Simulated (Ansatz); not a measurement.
Guessed and relaxed cells of CaO

A trial structure of CaO was built thus: 4-connected net, two elements alternating (Fddd, No. 70). Its size is a rough estimate.

start.xyz

```xyz
8
Lattice="0.0000 5.0180 5.0180 3.6656 0.0000 5.0180 3.6656 5.0180 0.0000" Properties=species:S:1:pos:R:3 pbc="T T T"
Ca    1.8328    2.5090    0.9140
Ca    1.8328    2.5090    4.1040
Ca    3.6656    5.0180    1.5950
Ca    3.6656    5.0180    8.4411
O     3.6656    1.5950    5.0180
O     3.6656    8.4411    5.0180
O     1.8328    0.9140    2.5090
O     1.8328    4.1040    2.5090
```

The calculation used DFT PBE, scalar-relativistic, plane waves, PAW in Ansatz. Cutoff 420 eV, Gaussian smearing, Γ-centred meshes. Cell and atoms relax on a converged mesh. The steps can't lower the symmetry of their start. No spin polarisation.

end.xyz

```xyz
8
Lattice="0.0000 5.1004 5.1283 3.6359 0.0000 5.1283 3.6359 5.1004 0.0000" Properties=species:S:1:pos:R:3 pbc="T T T"
Ca    3.6359    6.7354    5.1283
Ca    3.6359    3.4654    5.1283
Ca    5.4538    6.0156    7.6925
Ca    5.4538    9.2856    7.6925
O     5.4538    7.6506    9.2949
O     5.4538    7.6506    6.0900
O     3.6359    5.1004    3.5259
O     3.6359    5.1004    6.7308
```

The symmetry stays Fddd (No. 70). The volume per atom grows by 3.0 %, from 23.1 to 23.8 Å³. The shortest distance goes from 2.24 Å (Ca–O) to 2.25 Å (Ca–O). The end is written in a standard setting, so origin, axes and order of atoms can differ from the start's.

For CaO, the volume per atom is 23.78 Å³, the density is 1.96 g/cm³ and the energy over the elements is −2.677 eV/atom. The gap on the 6×6×6 mesh of the 8-atom cell is 2.35 eV.

Formation energies are uncorrected and refer to the elements' standard structures at the same level (O₂ as a molecule). A negative formation energy is needed for stability but isn't enough: competing phases decide.

The last run used Gaussian smearing of 0.02 eV. Kohn–Sham gaps at this level usually fall short of measured ones. Symmetry constrained the relaxation, so the result can be a saddle point. In all, the 2 runs took 3 min on 1 thread of Arm Neoverse V1, on a shared host.
